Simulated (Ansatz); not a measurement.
# TiNi: equation of state with LDA

Crystal: TiNi.

```
Ni Ti
1.0
     3.82195    0.00000    0.00000
     0.00000    3.82195    0.00000
     0.00000    0.00000    3.63625
Ni Ti
2 2
Direct
  0.00000 0.00000 0.00000
  0.50000 0.50000 0.00000
  0.50000 0.00000 0.51920
  0.00000 0.50000 0.48080
```

The cell comes from a database or a generator and needn't be the stable form of this composition.

```json
{
  "Program": "Ansatz 0.2.0",
  "Task": "equation of state",
  "Functional": "LDA",
  "Potentials or basis": "Ansatz PAW",
  "Cutoff": "420 eV",
  "Density cutoff": "1680 eV",
  "k mesh": "7 × 7 × 7",
  "Occupations": "fermi-dirac, width 0.05 eV",
  "Spin": "collinear spin, ferromagnetic start",
  "Starting moments": "[1.0, 1.0, 1.0, 1.0] μB"
}
```

* Equilibrium volume: 12.43 Å³/atom (rough: see the caveat)
* Bulk modulus at fixed shape and positions: 188 GPa (rough)

Energy against volume, from the lowest point:
| volume (Å³/atom) | energy (meV/atom) |
| --- | --- |
| 12.482 | 0.00 |
| 12.748 | 4.50 |
| 13.013 | 14.83 |
| 13.279 | 30.37 |
| 13.545 | 50.56 |
| 13.810 | 74.91 |
| 14.076 | 102.98 |

All runs of the series together: 77 s on 2 threads of Intel(R) Xeon(R) Platinum 8259CL CPU @ 2.50GHz (Skylake/Cascade Lake) (shared host).

Caveat: the minimum lies outside the volumes run; the cell was scaled at fixed shape and fractional positions, which overstates the stiffness of a crystal with free parameters, most of all of layers and chains.
